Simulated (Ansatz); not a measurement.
# Energy landscape near a Bi structure

These are results of Ansatz, DFT PBE, scalar-relativistic, plane waves, PAW, not measurements.

Plane waves to 420 eV, a k mesh through Γ of 8×8×12 on the computed 2-atom cell and Gaussian smearing (0.10 eV); no spin polarisation.

Reference cell:

```
CELL_PARAMETERS angstrom
3.33628 -3.05540 0.00000
3.33628 3.05540 0.00000
-1.15098 0.00000 3.09291
ATOMIC_POSITIONS crystal
Bi 0.25180 0.25180 0.14900
Bi 0.74820 0.74820 0.85100
```

Each variant moves atoms of this cell by the vectors given, if any (Å), and then applies a symmetric strain (tensor components, Cartesian axes). The reference cell isn't relaxed at this level. Energies are per atom at zero smearing, counted from the lowest variant. Pressure is positive in compression.

1. strain (xx yy zz yz xz xy, %) 0.55 1.69 -0.17 -0.53 0.40 0.12; moves: Bi1 (0.053, -0.008, -0.140); Bi2 (-0.053, 0.008, 0.140)
2. strain (xx yy zz yz xz xy, %) 0.67 -0.47 -2.90 0.81 1.82 0.26; moves: Bi1 (-0.023, -0.108, -0.102); Bi2 (0.023, 0.108, 0.102)
3. strain (xx yy zz yz xz xy, %) 5.95 6.70 1.83 -2.65 -1.48 1.61; moves: Bi1 (0.220, 0.023, 0.117); Bi2 (-0.220, -0.023, -0.117)

| result | ΔE (meV/atom) | P (GPa) | largest force (eV/Å) |
| --- | --- | --- | --- |
| A | 0.0 | 3.20 | 0.15 |
| B | 120.4 | 0.53 | 1.28 |
| C | 99.0 | 8.19 | 1.00 |

Problem. Which variant gave which result?

Solution. A is 1, B is 3, C is 2. The pressure falls as the cell grows: from the smallest volume to the largest the variants are 2, 1, 3.

Spin–orbit coupling is left out, which can shift energies with elements as heavy as these.

This form isn't the element's structure at ambient conditions.